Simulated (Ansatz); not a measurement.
**Ge₃Se: from a trial structure to a relaxed crystal**

The calculation used DFT PBE, scalar-relativistic, plane waves, PAW in Ansatz. Cutoff 420 eV, Γ-centred k mesh, Gaussian smearing, no spin polarisation in the final step.

A relaxed cell is given with its space group left out.

```xyz
4
Lattice="4.9426 0.0000 0.0000 -2.4713 4.2805 0.0000 0.0000 0.0000 5.3030" Properties=species:S:1:pos:R:3 pbc="T T T"
Ge    0.0000    0.0000    2.6515
Ge    0.0000    2.8536    0.0000
Ge    2.4713    1.4268    0.0000
Se    0.0000    0.0000    0.0000
```

The zero of energy is the elements' standard structures at the same level; no fitted shifts are applied.

(1) What space group does it have?

(2) How far does it lie from the elements in energy?

(3) Is it a metal?

Results:

(1) P6/mmm (No. 191). Conventional cell: a = 4.943 Å, c = 5.303 Å. Around Ge on Wyckoff site b (1 atom of the primitive cell) lie 2 Se at 2.65 Å; around Ge on Wyckoff site c (2 atoms of the primitive cell) lie 3 Ge at 2.85 Å and 3 Se at 2.85 Å; around Se lie 2 Ge at 2.65 Å and 6 Ge at 2.85 Å.

(2) 0.72 eV/atom.

(3) Yes, bands cross the Fermi level on the 12×12×10 mesh.

The final run used a 12×12×10 mesh on its 4-atom cell and 0.10 eV smearing. For metals, differences of a few meV/atom aren't resolved. The cell came from a trial start, so Ge₃Se may not exist in this structure.

Cost: 3 runs of about 2.4 core-minutes in all, on Arm Neoverse V1 (shared hosts).